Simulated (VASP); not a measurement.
# Pt: single point with PBE

Slab: Pt, a slab with vacuum.

```xyz
5
Lattice="2.7747 0.0000 0.0000 1.3873 2.4029 0.0000 0.0000 0.0000 26.0621" Properties=species:S:1:pos:R:3 pbc="T T T"
Pt    0.0000    0.0000    8.3666
Pt    1.3873    0.8010   10.7188
Pt    2.7747    1.6020   13.0310
Pt    0.0000    0.0000   15.3433
Pt    1.3873    0.8010   17.6955
```

The cell was built by a generator and needn't be a form met in nature.

```json
{
 "Program": "VASP 6.6.1",
 "Task": "single point",
 "Functional": "PBE",
 "Potentials or basis": "VASP PAW PBE potentials, release 64 (Pt)",
 "Cutoff": "520 eV",
 "k mesh": "10 × 10 × 1",
 "Occupations": "gaussian, width 0.1 eV",
 "Spin": "no spin polarisation"
}
```

```yaml
Largest_force: 0.024 eV/Å
Band_gap_on_the_k_mesh: none (metal or under the smearing width)
```

Forces in eV/Å, atoms in the order of the input:
```
Pt   0.000  0.000  0.024
Pt   0.000  0.000  0.000
Pt   0.000  0.000  0.000
Pt   0.000  0.000  0.000
Pt   0.000  0.000 -0.024
```

Levels at points of the mesh, in eV from the Fermi level:
```csv
k point,band 20,band 21,band 22,band 23,band 24,band 25,band 26,band 27,band 28,band 29
"(0.00, 0.00, 0.00)",-1.55,-1.55,-1.30,-1.30,-0.83,-0.83,-0.29,-0.29,-0.16,-0.02
"(0.50, 0.00, 0.00)",0.07,0.14,0.28,0.37,0.61,0.62,0.74,2.17,2.48,2.96
```

Run time: 110 s on 1 thread of Intel(R) Xeon(R) 6975P-C (Granite Rapids), with other jobs on the host, peak memory 0.34 GiB.

The run has no spin-orbit coupling, so splittings on Pt are missing.
